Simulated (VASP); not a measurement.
Input of a VASP 6.6.1 run:

File INCAR:

```
PREC = Accurate
ENCUT = 520
EDIFF = 1E-6
ISMEAR = 0
SIGMA = 0.1
LREAL = F
LASPH = T
NELM = 120
ALGO = Normal
ISIF = 3
LWAVE = F
LCHARG = F
GGA = PE
IBRION = 2
NSW = 90
EDIFFG = -0.01
KPAR = 4
```

KPOINTS

```
regular mesh
0
Gamma
  10 10 8
```

The input POSCAR:

```
ZnSnN2
1.0
    3.4070000000      0.0000000000      0.0000000000
    0.0000000000      3.4070000000      0.0000000000
    0.0000000000      0.0000000000      4.8020000000
Zn Sn N
1 1 2
Direct
    0.0000000000      0.0000000000      0.0000000000
    0.5000000000      0.5000000000      0.5000000000
    0.0000000000      0.5000000000      0.2440649700
    0.5000000000      0.0000000000      0.7559350300
```

Potentials or basis: VASP PAW PBE potentials, release 64 (Zn, Sn_d, N).

Launch:

```sh
$ cat potpaw_PBE.64/Zn/POTCAR potpaw_PBE.64/Sn_d/POTCAR potpaw_PBE.64/N/POTCAR > POTCAR
$ mpirun -np 4 vasp_std > vasp.out
```

Q: Estimate the relaxed cell.

A: a = 3.415 Å, b = 3.415 Å, c = 4.774 Å, α = 90.00°, β = 90.00°, γ = 90.00°.

Q: What does it give for the relaxed volume?

A: 13.92 Å³/atom.

Forces on the atoms (eV/Å):
```
Zn   0.000  0.000  0.000
Sn   0.000  0.000  0.000
N    0.000  0.000 -0.009
N    0.000  0.000  0.009
```
